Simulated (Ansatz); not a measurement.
# BAs: what a guessed cell relaxes into, part 1 of 2

The task: take a trial cell of BAs to zero force and stress.

Computed with Ansatz 0.2.0 (DFT PBE, scalar-relativistic, plane waves, PAW, unless a step's input says otherwise).

2 further runs of the same task are left out: 1 that didn't finish, 1 set aside as unsound or not needed.

### Step 1. The system as given

Symmetry: Fm-3m, No. 225, cubic system. The conventional cell has a = 5.046 Å, b = 5.046 Å, c = 5.046 Å, α = 90.00°, β = 90.00°, γ = 90.00°. B (site symmetry m-3m) is surrounded by 6 As at 2.52 Å. As (site symmetry m-3m) is surrounded by 6 B at 2.52 Å.

As a file:

```xyz
2
Lattice="0.0000 2.5230 2.5230 2.5230 0.0000 2.5230 2.5230 2.5230 0.0000" Properties=species:S:1:pos:R:3 pbc="T T T"
B     0.0000    0.0000    0.0000
As    2.5230    2.5230    2.5230
```

Recipe of the guess: species swapped into a database cell of YAs (Fm-3m, No. 225), with B on the Y sites. Its size is a rough estimate.

### Step 2. A first look at the guess

Input file input.yaml:

```yaml
crystal:
  lattice:
    - [0.0, 2.52304994, 2.52304994]
    - [2.52304994, 0.0, 2.52304994]
    - [2.52304994, 2.52304994, 0.0]
  atoms:
    - { symbol: B, position: [0.0, 0.0, 0.0] }
    - { symbol: As, position: [0.5, 0.5, 0.5] }
basis:
  ecutwfc: 420
kpoints:
  mp_grid: { grid: [6, 6, 6] }
hamiltonian:
  xc: pbe
scf:
  occupations: { method: gaussian, width: 0.1 }
  lower_state_search: "off"
output:
  forces: true
  stress: true
  eigenvalues: true
```

Started as:

```console
$ ansatz run input.yaml --threads 1 --pin off --max-ram 2048MiB --backend cpu --events-out ev --progress --plain --runs-dir out
```

What it wrote, shortened:

```text
Warning: RAYON_NUM_THREADS=1 ignored (pool sized by the plan → 1); use --threads N
[...]
Pseudopotentials: kind: paw
Pseudopotential: B, paw, valence charge 3, recommended cutoff 420 eV (normal), B.paw.azcp
Pseudopotential: As, paw, valence charge 15, recommended cutoff 420 eV (normal), As.paw.azcp
Functional definition: PBE
[...]
Crystal: 2 atoms, lattice volume = 32.122 Å³
Basis set: ecut = 420 eV, 609 PW (Γ), exchange–correlation on 48×48×48 points (8 copies of the dense FFT grid, shifted against one another)
Bands: 13, of which v1, the nominal top of the filled ones, is band 9 counted from 1 (8 counted from 0)
Symmetry: 48 space group operations
Space group: Fm-3m (ITA 225), of the structure as read, at distance tolerance 3.2e-5 Å
k-points: 16 of 216
[...]
SCF iter   1: F=—  HF=-5009.674935 eV  |F-HF|=—  |Δ(HF+E_count)|=         —  Δρ=2.64e-3  dr2=3.56e-3  ethr=1.77e-3  ⟨swp⟩=5.2  Hψ=1063  notcnv=0
[...]
SCF iter   6: F=-5009.673888 eV  HF=-5009.673888 eV  |F-HF|=5.19e-8  |Δ(HF+E_count)|=   1.43e-7  Δρ=1.00e-5  dr2=5.65e-8  ethr=5.56e-10  ⟨swp⟩=3.3  Hψ=731  notcnv=0
[...]
SCF converged after 6 iterations
Free energy (F): -5009.673888 eV
[...]
E sigma→0 (E₀):  -5009.668124 eV
Entropy (-TS):   -0.011528 eV (-5.764 meV/atom)
Fermi energy:    8.802135 eV
[...]
--- Forces (eV/Å), atoms counted from 1 ---
  atom   1  B     -0.00000000     0.00000000    -0.00000000
  atom   2  As     0.00000000    -0.00000000     0.00000000
[...]
--- Stress (GPa, compression-positive) ---
      -19.127319      -0.000000      -0.000000
       -0.000000     -19.127319      -0.000000
        0.000000      -0.000000     -19.127319
  P = ⅓ Tr σ = -19.1273 GPa (-191.273 kbar)
--- Band table (eV; the first three rows and the last of 16) ---
  k-point 0: bands = ["-27.2104", "-27.2104", "-27.2104", "-27.2083", "-27.2083", "-4.8511", "8.7039", "8.7039", "8.7039", "9.0105", "14.7039", "14.7039", "14.7039"]
[...]
```

Run time: 0.39 s. Hardware: 1 thread of Intel Xeon 6975P-C (Granite Rapids), shared host; peak memory 0.29 GiB.

Read-out: pressure -19.1 GPa, largest force 0.00 eV/Å, gap on this mesh none (metal). A cheap, loose relaxation comes first.

### Step 3. Coarse relaxation

input.yaml, as its differences from that of step 2:

```diff
@@ -21 +21,6 @@
   eigenvalues: true
+relax:
+  adjacent_minimum: "off"
+  f_tol: 0.04
+  max_steps: 70
+  cell: { stress_tol: 0.4 }
```

Started as:

```console
$ ansatz run input.yaml --threads 1 --pin off --max-ram 2048MiB --backend cpu --events-out ev --progress --plain --runs-dir out
```

What it wrote:

```text
Warning: RAYON_NUM_THREADS=1 ignored (pool sized by the plan → 1); use --threads N
Engine: ansatz 0.2.0, x86_64-unknown-linux-gnu
Pseudopotentials: kind: paw
Pseudopotential: B, paw, valence charge 3, recommended cutoff 420 eV (normal), B.paw.azcp
Pseudopotential: As, paw, valence charge 15, recommended cutoff 420 eV (normal), As.paw.azcp
Functional definition: PBE
  parameter kappa = 0.804
  parameter beta = 0.06672455060314922
  exchange = pbe_x(kappa = kappa, mu = beta*pi^2/3)
  correlation = pbe_c(beta = beta)
Crystal: 2 atoms, lattice volume = 32.122 Å³
Basis set: ecut = 420 eV, 609 PW (Γ), exchange–correlation on 48×48×48 points (8 copies of the dense FFT grid, shifted against one another)
Bands: 13, of which v1, the nominal top of the filled ones, is band 9 counted from 1 (8 counted from 0)
Symmetry: 48 space group operations
Space group: Fm-3m (ITA 225), of the structure as read, at distance tolerance 3.2e-5 Å
k-points: 16 of 216
Non-local potential: B, projectors of the file, l = 0: 2, l = 1: 2, l = 2: 1
Non-local potential: As, projectors of the file, l = 0: 2, l = 1: 2, l = 2: 3, l = 3: 1
PAW form: soft (Blöchl's): semilocal exchange-correlation on the pseudo side does not see the compensation charge
PAW one-centre angular grid: B, 110 points (default); XC on 64 Gauss nodes
PAW one-centre angular grid: As, 590 points (default); XC on 64 Gauss nodes
Initial density: superposition of atomic densities (neutral atoms: chi_scale 0, normalization atom), corrected by the library's trained network
Initial wavefunctions: pseudopotential atomic-orbital guess
Functional: x = pbe(κ = 0.804, μ = 0.2195149727645171), c = pbe(β = 0.06672455060314922)
SCF iter   1: F=—  HF=-5009.674935 eV  |F-HF|=—  |Δ(HF+E_count)|=         —  Δρ=2.64e-3  dr2=3.56e-3  ethr=1.77e-3  ⟨swp⟩=5.2  Hψ=1063  notcnv=0
preconditioner: auto → none  [insulator: Δε(μ)=0.141 eV  Ē_g=9.777 eV  σ=0.100 eV  W_gap=0.63  n_scr=8 (ndim 8)  ℏωp=18.5 eV  f_vac=0.000  D(μ)=2.19/eV (n_scr^D=14)  ε∞_Penn≈4.6]
SCF iter   2: F=—  HF=-5009.673968 eV  |F-HF|=—  |Δ(HF+E_count)|=   9.67e-4  Δρ=1.23e-3  dr2=7.50e-4  ethr=1.98e-5  ⟨swp⟩=1.4  Hψ=345  notcnv=0
SCF iter   3: F=—  HF=-5009.673884 eV  |F-HF|=—  |Δ(HF+E_count)|=   8.40e-5  Δρ=1.79e-4  dr2=1.31e-5  ethr=4.16e-6  ⟨swp⟩=1.9  Hψ=241  notcnv=0
SCF iter   4: F=—  HF=-5009.673890 eV  |F-HF|=—  |Δ(HF+E_count)|=   5.56e-6  Δρ=5.76e-5  dr2=1.86e-6  ethr=7.30e-8  ⟨swp⟩=2.0  Hψ=343  notcnv=0
SCF iter   5: F=—  HF=-5009.673888 eV  |F-HF|=—  |Δ(HF+E_count)|=   1.03e-6  Δρ=3.20e-5  dr2=5.77e-7  ethr=1.03e-8  ⟨swp⟩=2.1  Hψ=301  notcnv=0
SCF iter   6: F=-5009.673888 eV  HF=-5009.673888 eV  |F-HF|=5.19e-8  |Δ(HF+E_count)|=   1.43e-7  Δρ=1.00e-5  dr2=5.65e-8  ethr=5.56e-10  ⟨swp⟩=3.3  Hψ=731  notcnv=0
SCF 1 converged in 6 iterations: F = -5009.673888 eV  dr2 = 5.65e-8
relax step   1: F+E_penalty+E_count = -5009.67388828 eV  Δ(F+E_penalty+E_count) = +0.000e0 eV  max|allowed force component| = 1.216e-30 eV/Å  Δτ_max = 0.0000 Å  P = -19.127 GPa  Ω = 32.122 Å³  (6 SCF iters, dr2 threshold 1.00e-7 eV, accepted)
Crystal: 2 atoms, lattice volume = 27.650 Å³
Basis set: ecut = 420 eV, 537 PW (Γ), exchange–correlation on 48×48×48 points (8 copies of the dense FFT grid, shifted against one another)
Initial density: handed on by an earlier stage of this run
Initial wavefunctions: those handed on with the density
iter 1 solved again at ethr=3.24e-4 eV; its pass at ethr=3.10e-3 eV (dr2=5.83e-2 eV) is discarded
SCF iter   1: F=—  HF=-5010.134833 eV  |F-HF|=—  |Δ(HF+E_count)|=         —  Δρ=1.19e-2  dr2=5.85e-2  ethr=3.24e-4  ⟨swp⟩=1.0  Hψ=1347  notcnv=0
preconditioner: auto → none  [metal: Δε(μ)=0.067 eV  Ē_g=10.852 eV  σ=0.100 eV  W_gap=0.34  n_scr=8 (ndim 8)  ℏωp=20.0 eV  f_vac=0.000  D(μ)=2.84/eV (n_scr^D=26)]
SCF iter   2: F=—  HF=-5010.121148 eV  |F-HF|=—  |Δ(HF+E_count)|=   1.37e-2  Δρ=4.48e-3  dr2=8.02e-3  ethr=3.24e-4  ⟨swp⟩=2.0  Hψ=281  notcnv=0
SCF iter   3: F=—  HF=-5010.119289 eV  |F-HF|=—  |Δ(HF+E_count)|=   1.86e-3  Δρ=4.09e-4  dr2=3.37e-5  ethr=4.45e-5  ⟨swp⟩=1.8  Hψ=242  notcnv=0
SCF iter   4: F=—  HF=-5010.119310 eV  |F-HF|=—  |Δ(HF+E_count)|=   2.09e-5  Δρ=8.10e-5  dr2=1.49e-6  ethr=1.87e-7  ⟨swp⟩=2.0  Hψ=339  notcnv=0
iter 5 did not close the SCF: its close was put off for the readings that it lacked (scf_convergence_deferred on its scf_iter line)
SCF iter   5: F=-5010.119304 eV  HF=-5010.119304 eV  |F-HF|=1.12e-7  |Δ(HF+E_count)|=   5.58e-6  Δρ=2.57e-5  dr2=1.78e-7  ethr=8.26e-9  ⟨swp⟩=2.0  Hψ=352  notcnv=0
SCF iter   6: F=-5010.119304 eV  HF=-5010.119304 eV  |F-HF|=1.44e-9  |Δ(HF+E_count)|=   3.05e-8  Δρ=4.01e-6  dr2=3.16e-9  ethr=9.86e-10  ⟨swp⟩=2.1  Hψ=720  notcnv=0
SCF 2 converged in 6 iterations: F = -5010.119304 eV  dr2 = 3.16e-9
relax step   2: F+E_penalty+E_count = -5010.11930391 eV  Δ(F+E_penalty+E_count) = -4.454e-1 eV  max|allowed force component| = 4.109e-31 eV/Å  Δτ_max = 0.0000 Å  P = -11.509 GPa  Ω = 27.650 Å³  energy of the carried Pulay correction = +2.214e-3 eV  (6 SCF iters, dr2 threshold 2.00e-7 eV, accepted)
Crystal: 2 atoms, lattice volume = 23.664 Å³
Basis set: ecut = 420 eV, 459 PW (Γ), exchange–correlation on 48×48×48 points (8 copies of the dense FFT grid, shifted against one another)
iter 1 solved again at ethr=4.43e-4 eV; its pass at ethr=3.10e-3 eV (dr2=7.98e-2 eV) is discarded
SCF iter   1: F=—  HF=-5010.252874 eV  |F-HF|=—  |Δ(HF+E_count)|=         —  Δρ=1.58e-2  dr2=8.00e-2  ethr=4.43e-4  ⟨swp⟩=1.0  Hψ=1361  notcnv=0
preconditioner: auto → none  [metal: Δε(μ)=0.032 eV  Ē_g=12.137 eV  σ=0.100 eV  W_gap=0.18  n_scr=8 (ndim 8)  ℏωp=21.6 eV  f_vac=0.000  D(μ)=2.56/eV (n_scr^D=26)]
SCF iter   2: F=—  HF=-5010.231016 eV  |F-HF|=—  |Δ(HF+E_count)|=   2.19e-2  Δρ=4.39e-3  dr2=5.50e-3  ethr=4.43e-4  ⟨swp⟩=2.1  Hψ=318  notcnv=0
SCF iter   3: F=—  HF=-5010.229856 eV  |F-HF|=—  |Δ(HF+E_count)|=   1.16e-3  Δρ=1.74e-3  dr2=5.86e-4  ethr=3.05e-5  ⟨swp⟩=2.7  Hψ=350  notcnv=0
SCF iter   4: F=—  HF=-5010.230064 eV  |F-HF|=—  |Δ(HF+E_count)|=   2.08e-4  Δρ=4.71e-4  dr2=4.18e-5  ethr=3.25e-6  ⟨swp⟩=1.8  Hψ=243  notcnv=0
SCF iter   5: F=—  HF=-5010.230080 eV  |F-HF|=—  |Δ(HF+E_count)|=   1.52e-5  Δρ=6.77e-5  dr2=5.95e-7  ethr=2.32e-7  ⟨swp⟩=2.7  Hψ=378  notcnv=0
SCF iter   6: F=-5010.230080 eV  HF=-5010.230080 eV  |F-HF|=1.77e-9  |Δ(HF+E_count)|=   6.21e-7  Δρ=5.94e-6  dr2=7.48e-9  ethr=1.11e-9  ⟨swp⟩=5.0  Hψ=921  notcnv=0
SCF 3 converged in 6 iterations: F = -5010.230080 eV  dr2 = 7.48e-9
relax step   3: F+E_penalty+E_count = -5010.23008017 eV  Δ(F+E_penalty+E_count) = -1.108e-1 eV  max|allowed force component| = 4.733e-30 eV/Å  Δτ_max = 0.0000 Å  P = +5.482 GPa  Ω = 23.664 Å³  energy of the carried Pulay correction = +4.487e-3 eV  (6 SCF iters, dr2 threshold 2.00e-7 eV, accepted)
Crystal: 2 atoms, lattice volume = 24.818 Å³
Basis set: ecut = 420 eV, 531 PW (Γ), exchange–correlation on 48×48×48 points (8 copies of the dense FFT grid, shifted against one another)
iter 1 solved again at ethr=5.95e-5 eV; its pass at ethr=3.10e-3 eV (dr2=1.07e-2 eV) is discarded
SCF iter   1: F=—  HF=-5010.246699 eV  |F-HF|=—  |Δ(HF+E_count)|=         —  Δρ=5.52e-3  dr2=1.08e-2  ethr=5.95e-5  ⟨swp⟩=1.0  Hψ=1340  notcnv=0
preconditioner: auto → none  [insulator: Δε(μ)=0.186 eV  Ē_g=11.783 eV  σ=0.100 eV  W_gap=0.55  n_scr=8 (ndim 8)  ℏωp=21.1 eV  f_vac=0.000  D(μ)=3.12/eV (n_scr^D=58)  ε∞_Penn≈4.2]
SCF iter   2: F=—  HF=-5010.244233 eV  |F-HF|=—  |Δ(HF+E_count)|=   2.47e-3  Δρ=2.04e-3  dr2=1.44e-3  ethr=5.95e-5  ⟨swp⟩=1.2  Hψ=211  notcnv=0
SCF iter   3: F=—  HF=-5010.243887 eV  |F-HF|=—  |Δ(HF+E_count)|=   3.46e-4  Δρ=1.65e-4  dr2=3.64e-6  ethr=7.98e-6  ⟨swp⟩=1.9  Hψ=244  notcnv=0
SCF iter   4: F=—  HF=-5010.243889 eV  |F-HF|=—  |Δ(HF+E_count)|=   1.92e-6  Δρ=1.92e-5  dr2=1.19e-7  ethr=2.02e-8  ⟨swp⟩=2.2  Hψ=291  notcnv=0
iter 5 did not close the SCF: its close was put off for the readings that it lacked (scf_convergence_deferred on its scf_iter line)
SCF iter   5: F=-5010.243889 eV  HF=-5010.243889 eV  |F-HF|=1.94e-9  |Δ(HF+E_count)|=   8.76e-8  Δρ=5.43e-6  dr2=3.64e-9  ethr=6.59e-10  ⟨swp⟩=2.1  Hψ=349  notcnv=0
SCF iter   6: F=-5010.243889 eV  HF=-5010.243889 eV  |F-HF|=2.14e-10  |Δ(HF+E_count)|=   3.18e-9  Δρ=1.04e-6  dr2=9.06e-11  ethr=2.02e-11  ⟨swp⟩=1.0  Hψ=623  notcnv=0
SCF 4 converged in 6 iterations: F = -5010.243889 eV  dr2 = 9.06e-11
relax step   4: F+E_penalty+E_count = -5010.24388906 eV  Δ(F+E_penalty+E_count) = -1.381e-2 eV  max|allowed force component| = 3.698e-31 eV/Å  Δτ_max = 0.0000 Å  P = -1.183 GPa  Ω = 24.818 Å³  energy of the carried Pulay correction = +3.796e-3 eV  (6 SCF iters, dr2 threshold 2.00e-7 eV, accepted)
Crystal: 2 atoms, lattice volume = 24.590 Å³
iter 1 solved again at ethr=2.01e-6 eV; its pass at ethr=3.10e-3 eV (dr2=3.62e-4 eV) is discarded
SCF iter   1: F=—  HF=-5010.244966 eV  |F-HF|=—  |Δ(HF+E_count)|=         —  Δρ=1.02e-3  dr2=3.63e-4  ethr=2.01e-6  ⟨swp⟩=1.0  Hψ=1130  notcnv=0
preconditioner: auto → none  [metal: Δε(μ)=0.013 eV  Ē_g=11.842 eV  σ=0.100 eV  W_gap=0.08  n_scr=8 (ndim 8)  ℏωp=21.2 eV  f_vac=0.000  D(μ)=2.99/eV (n_scr^D=50)]
SCF iter   2: F=—  HF=-5010.244880 eV  |F-HF|=—  |Δ(HF+E_count)|=   8.59e-5  Δρ=3.81e-4  dr2=4.90e-5  ethr=2.01e-6  ⟨swp⟩=1.2  Hψ=211  notcnv=0
SCF iter   3: F=—  HF=-5010.244868 eV  |F-HF|=—  |Δ(HF+E_count)|=   1.18e-5  Δρ=3.01e-5  dr2=1.20e-7  ethr=2.72e-7  ⟨swp⟩=1.9  Hψ=245  notcnv=0
iter 4 did not close the SCF: its close was put off for the readings that it lacked (scf_convergence_deferred on its scf_iter line)
SCF iter   4: F=-5010.244868 eV  HF=-5010.244868 eV  |F-HF|=8.73e-11  |Δ(HF+E_count)|=   1.03e-7  Δρ=1.25e-6  dr2=1.96e-10  ethr=6.65e-10  ⟨swp⟩=2.1  Hψ=266  notcnv=0
iter 5 did not close the SCF: its close was put off for the readings that it lacked (scf_convergence_deferred on its scf_iter line)
SCF iter   5: F=-5010.244868 eV  HF=-5010.244868 eV  |F-HF|=3.64e-12  |Δ(HF+E_count)|=  1.98e-10  Δρ=1.97e-7  dr2=6.74e-12  ethr=1.09e-12  ⟨swp⟩=2.4  Hψ=354  notcnv=0
SCF iter   6: F=-5010.244868 eV  HF=-5010.244868 eV  |F-HF|=3.64e-12  |Δ(HF+E_count)|=  5.46e-12  Δρ=5.47e-8  dr2=5.65e-13  ethr=1.00e-12  ⟨swp⟩=1.0  Hψ=500  notcnv=0
SCF 5 converged in 6 iterations: F = -5010.244868 eV  dr2 = 5.65e-13
relax step   5: F+E_penalty+E_count = -5010.24486817 eV  Δ(F+E_penalty+E_count) = -9.791e-4 eV  max|allowed force component| = 4.520e-31 eV/Å  Δτ_max = 0.0000 Å  P = +0.009 GPa  Ω = 24.590 Å³  energy of the carried Pulay correction = +3.931e-3 eV  (6 SCF iters, dr2 threshold 2.00e-7 eV, accepted)
Initial wavefunctions: pseudopotential atomic-orbital guess (no wavefunctions were taken with the density)
iter 1 solved again at ethr=7.26e-8 eV; its pass at ethr=3.10e-3 eV (dr2=1.31e-5 eV) is discarded
SCF iter   1: F=—  HF=-5010.243024 eV  |F-HF|=—  |Δ(HF+E_count)|=         —  Δρ=2.13e-4  dr2=1.36e-6  ethr=7.26e-8  ⟨swp⟩=2.9  Hψ=1579  notcnv=0
preconditioner: auto → none  [insulator: Δε(μ)=0.196 eV  Ē_g=11.845 eV  σ=0.100 eV  W_gap=0.50  n_scr=8 (ndim 8)  ℏωp=21.2 eV  f_vac=0.000  D(μ)=3.02/eV (n_scr^D=50)  ε∞_Penn≈4.2]
SCF iter   2: F=—  HF=-5010.243029 eV  |F-HF|=—  |Δ(HF+E_count)|=   4.90e-6  Δρ=1.15e-4  dr2=5.34e-7  ethr=7.54e-9  ⟨swp⟩=2.1  Hψ=356  notcnv=0
SCF iter   3: F=—  HF=-5010.243031 eV  |F-HF|=—  |Δ(HF+E_count)|=   2.34e-6  Δρ=3.54e-5  dr2=4.20e-8  ethr=2.96e-9  ⟨swp⟩=2.0  Hψ=269  notcnv=0
iter 4 did not close the SCF: its close was put off for the readings that it lacked (scf_convergence_deferred on its scf_iter line)
SCF iter   4: F=-5010.243032 eV  HF=-5010.243032 eV  |F-HF|=9.02e-10  |Δ(HF+E_count)|=   2.57e-7  Δρ=3.13e-6  dr2=9.32e-10  ethr=2.33e-10  ⟨swp⟩=2.4  Hψ=340  notcnv=0
iter 5 did not close the SCF: its close was put off for the readings that it lacked (scf_convergence_deferred on its scf_iter line)
SCF iter   5: F=-5010.243032 eV  HF=-5010.243032 eV  |F-HF|=0.00e0  |Δ(HF+E_count)|=  9.74e-10  Δρ=9.54e-8  dr2=4.98e-13  ethr=5.18e-12  ⟨swp⟩=2.0  Hψ=268  notcnv=0
SCF iter   6: F=-5010.243032 eV  HF=-5010.243032 eV  |F-HF|=9.09e-13  |Δ(HF+E_count)|=  9.09e-13  Δρ=2.00e-8  dr2=2.98e-14  ethr=1.00e-12  ⟨swp⟩=2.1  Hψ=548  notcnv=0
SCF 6 converged in 6 iterations: F = -5010.243032 eV  dr2 = 2.98e-14
relax step   6: F+E_penalty+E_count = -5010.24303158 eV  Δ(F+E_penalty+E_count) = +1.837e-3 eV  max|allowed force component| = 3.287e-31 eV/Å  Δτ_max = 0.0000 Å  P = -0.067 GPa  Ω = 24.590 Å³  stress off target by 6.67e-2 GPa  SCF on the basis re-selected at this cell (its energy is not comparable with the rows above)  (6 SCF iters)
basis re-selected at this cell: Δ(F+E_penalty+E_count) = +1.837e-3 eV, ΔP = -0.075 GPa vs the last step (what re-selecting the basis moved, of the pressure what is left beyond the Pulay correction that the steps carried, after the strain that the cell walked since its last selection, with what the two solves' SCF thresholds leave and, on support functions, any second-order correction that the steps lacked; it is no measure of the basis error at this ecutwfc). This SCF's stress stands 6.67e-2 GPa from its target on what of the cell is left free (relax.cell.stress_tol is 4.00e-1 GPa) and its largest allowed force component is 3.29e-31 eV/Å (relax.f_tol is 4.00e-2 eV/Å): within both
SCF converged after 6 iterations
Free energy (F): -5010.243032 eV
Harris-Foulkes:  -5010.243032 eV  (|F-HF|=9.09e-13)
Internal energy: -5010.227957 eV  (E = F + TS)
E sigma→0 (E₀):  -5010.235494 eV
Entropy (-TS):   -0.015074 eV (-7.537 meV/atom)
Fermi energy:    12.793984 eV
--- Per-component energies (eV) ---
  E_band       = -179.986225
  E_kinetic    = 147.815195
  E_local      = -1516.870594  (includes V_loc(G=0)·N_el)
  E_nonlocal   = -657.096001
  E_hartree    = 867.311690
  E_xc         = -110.628939
  E_vxc        = -116.625817  (∫ρ·V_xc dr)
  E_paw        = -1914.417717  (= ΣΔE_a)
  E_vpaw       = 228.167607  (= ΣTr[D̂ρ^β])
  E_aug_tail   = 0.000008  (compensation charges beyond the density's cutoff)
  E_ewald      = -1826.341599
  E_smearing   = -0.015074  (= −TS)
  E_closure    = -0.000000  (closes the sum)
  Σ components = -5010.243032   (vs F -5010.243032, Δ=0.00e0)
--- Forces (eV/Å), atoms counted from 1 ---
  atom   1  B     -0.00000000     0.00000000    -0.00000000
  atom   2  As     0.00000000    -0.00000000     0.00000000
  max |Σ_I F_I| component: 4.93e-31 eV/Å
--- Stress (GPa, compression-positive) ---
       -0.066704      -0.000000       0.000000
       -0.000000      -0.066704      -0.000000
        0.000000      -0.000000      -0.066704
  P = ⅓ Tr σ = -0.0667 GPa (-0.667 kbar)
--- Band table (eV; the first three rows and the last of 16) ---
  k-point 0: bands = ["-23.2352", "-23.2352", "-23.2352", "-23.2341", "-23.2341", "-3.0736", "12.7934", "12.7934", "12.7934", "16.2280", "20.4643", "20.4643", "20.4643"]
  k-point 1: bands = ["-23.2359", "-23.2359", "-23.2345", "-23.2315", "-23.2315", "-2.5463", "9.8749", "12.7798", "12.7798", "17.2085", "18.4733", "18.4733", "19.7411"]
  k-point 2: bands = ["-23.2388", "-23.2388", "-23.2332", "-23.2246", "-23.2246", "-1.0145", "5.7672", "13.0428", "13.0428", "15.8624", "15.8624", "17.0851", "18.6971"]
  k-point 15: bands = ["-23.2430", "-23.2361", "-23.2296", "-23.2232", "-23.2166", "2.4092", "5.6570", "6.3782", "7.5455", "13.7262", "19.3879", "19.5147", "23.9200"]
--- Relaxed structure (5 steps of the walk, 5 accepted, 1 SCFs on fresh bases) ---
  F+E_penalty+E_count = -5010.24303158 eV   max|allowed force component| = 3.287e-31 eV/Å   (the final SCF, on the basis selected at the relaxed cell)
  cell:  # Å, volume = 24.5899 Å³
    - [-1.4772598077396713e-33, 2.3080334413184396, 2.3080334413184396]
    - [2.3080334413184396, -1.4076123665823395e-33, 2.3080334413184396]
    - [2.3080334413184396, 2.3080334413184396, 1.3413575516862628e-34]
  atoms:
    - { symbol: B, position: [6.361117133976119e-36, 1.1131954984475325e-35, 3.9756982087397395e-35] }
    - { symbol: As, position: [0.5, 0.5, 0.5] }
```

It took 2.2 s on 1 thread of Intel Xeon 6975P-C (Granite Rapids), shared host; peak memory 0.31 GiB.

Relaxation path:

```
step  energy from step 1 (eV/cell)  largest force component (eV/Å)  pressure (GPa)  volume (Å³)
   1                        0.0000                          0.0000          -19.13        32.12
   2                       -0.4454                          0.0000          -11.51        27.65
   3                       -0.5562                          0.0000            5.48        23.66
   4                       -0.5700                          0.0000           -1.18        24.82
   5                       -0.5710                          0.0000            0.01        24.59
   6                       -0.5691                          0.0000           -0.07        24.59
```

Step 1 is the start. Step 6 repeats the geometry before it on a plane-wave basis chosen anew for that cell, so its energy need not be comparable with the rows above.

Lengths and angles in the start's conventional setting:

|  | before | after | change |
| --- | --- | --- | --- |
| a (Å) | 5.046 | 4.616 | -8.5 % |
| b (Å) | 5.046 | 4.616 | -8.5 % |
| c (Å) | 5.046 | 4.616 | -8.5 % |
| volume (Å³/atom) | 16.06 | 12.29 | -23.4 % |
| shortest distance (Å) | 2.523 | 2.308 | -8.5 % |
| space group (0.01 Å) | Fm-3m | Fm-3m | same |

Forces and stress were held to the start's 48 operations: a distortion of lower symmetry was not tested.

(Continued in part 2 of 2.)
